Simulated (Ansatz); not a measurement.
**AlRu: how the free axis answers a strain**

AlRu, Pm-3m, a = 2.982 Å. The structure is a Materials Project entry; whether it is the stable form wasn't checked. Ansatz: r2SCAN, PAW, 500 eV, Γ-centred 18×18×18 mesh on 2 atoms, Gaussian smearing 0.10 eV; no spin polarisation. Series: uniaxial strain along a, with b, c and atoms relaxed; x is the strain in per cent. y is the change of c in per cent of 2.982 Å.

| x (%) | y (%) |
| --- | --- |
| -4.5 | ? |
| -3.0 | 0.96 |
| -1.5 | 0.46 |
| 0.0 | 0.00 |
| 1.5 | -0.47 |
| 3.0 | -0.91 |
| 4.5 | -1.34 |

Task: Fit y = c1 x + c2 x² to the other rows, say what c1 measures, and predict the missing y.

Result: Least squares on the rows shown. y = −0.3108 x + 0.002778 x². So −c1 = 0.311 is Poisson's ratio for this pair of axes. At x = -4.5 the fit asked for gives 1.45 %. The run gave 1.46 %, so the fit is 0.01 % too low, within twice the rms miss on the fitted rows (0.007 %).